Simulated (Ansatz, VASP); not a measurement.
# HfO2: VASP beside Ansatz

```xyz
3
Lattice="0.0000 2.4552 2.4552 2.4552 0.0000 2.4552 2.4552 2.4552 0.0000" Properties=species:S:1:pos:R:3 pbc="T T T"
Hf    0.0000    0.0000    0.0000
O     1.2276    1.2276    1.2276
O     3.6828    3.6828    3.6828
```

Change from the starting cell: strain -0.040 along x and y, -0.040 along z, atoms carried along.

Alike in both runs: task single point; functional PBE; k mesh 8 × 8 × 8; occupations gaussian, width 0.05 eV; no spin polarisation.

|  | VASP | Ansatz |
| --- | --- | --- |
| version | VASP 6.6.1 | Ansatz 0.2.0 |
| potentials or method | VASP PAW PBE potentials, release 64 (Hf_pv, O) | scalar-relativistic, plane waves, PAW |
| plane-wave cutoff (eV) | 520 | 420 |
| valence electrons in the cell | 22 | 38 |

```csv
,VASP,Ansatz,Ansatz less VASP
gap on the k mesh at the Fermi level (eV),4.06,4.01,-0.046
least direct gap on the mesh (eV),4.06,4.01,-0.046
pressure (GPa),30.2,34.9,+4.70
```

The functional is the same, so the differences come from potentials, cutoffs and numerics. The two sets of potentials don't hold the same shells in valence.

Caveats: so large a pressure means that the cell lies far from this level's equilibrium, or that cutoff or potentials fall short (VASP); spin-orbit coupling is left out, which moves the levels of the heavy elements. A k mesh can miss the band edges.
